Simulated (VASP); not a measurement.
Wanted: the native input for a VASP 6.6.1 run.

```yaml
Task: relaxation of cell and atoms
Functional: PBEsol
Potentials_or_basis: VASP PAW PBE potentials, release 64 (Ba_sv, O)
Cutoff: 600 eV
k_mesh: 8 × 8 × 8
Occupations: gaussian, width 0.03 eV
Spin: no spin polarisation
Further_INCAR_settings: ALGO = Normal; EDIFF = 1e-06; IBRION = 2; EDIFFG = -0.01; NSW = 90; ISIF = 3
```

The structure of BaO lies in POSCAR:

```
BaO
1.0
    0.0000000000      2.7500000000      2.7500000000
    2.7500000000      0.0000000000      2.7500000000
    2.7500000000      2.7500000000      0.0000000000
Ba O
1 1
Direct
    0.0000000000      0.0000000000      0.0000000000
    0.5000000000      0.5000000000      0.5000000000
```

One way to write it, as run:

INCAR

```
ALGO     = Normal         # electronic algorithm
EDIFF    = 1E-6           # SCF threshold, eV
EDIFFG   = -0.01          # ionic threshold
ENCUT    = 600            # plane-wave cutoff, eV
GGA      = PS             # functional
IBRION   = 2              # ionic algorithm
ISIF     = 3              # what is computed and relaxed
ISMEAR   = 0              # smearing method
LASPH    = T              # aspherical terms in the spheres
LCHARG   = F              # write CHGCAR
LREAL    = F              # projectors in reciprocal space
LWAVE    = F              # write WAVECAR
NELM     = 80             # most SCF steps
NSW      = 90             # ionic steps
PREC     = Accurate       # precision mode
SIGMA    = 0.03           # smearing width, eV
```

KPOINTS

```
k-points
0
Gamma
  8 8 8
```

Potentials or basis: VASP PAW PBE potentials, release 64 (Ba_sv, O).

Launch:

```sh
$ cat potpaw_PBE.64/Ba_sv/POTCAR potpaw_PBE.64/O/POTCAR > POTCAR
$ mpirun -np 1 vasp_std > vasp.out
```

Results of the run:

```
Relaxed volume                         : 21.16 Å³/atom
Relaxed cell                           : a = 3.912 Å, b = 3.912 Å, c = 3.912 Å, α = 60.00°, β = 60.00°, γ = 60.00°
Space group after relaxing (to 0.05 Å) : Fm-3m (No. 225)
Energy gained by relaxing              : 1.6 meV/atom
Ionic steps                            : 3
Pressure after relaxing                : 0.0 GPa
Band gap on the k mesh                 : 1.86 eV, direct
```

Caveat: the PAW data sets were made with another functional, which shifts forces and pressure a little; spin-orbit coupling is left out, which moves the levels of the heavy elements.

Wall time 27 s on 1 thread of Intel(R) Xeon(R) Platinum 8488C (Sapphire Rapids) (shared host), peak memory 0.18 GiB.
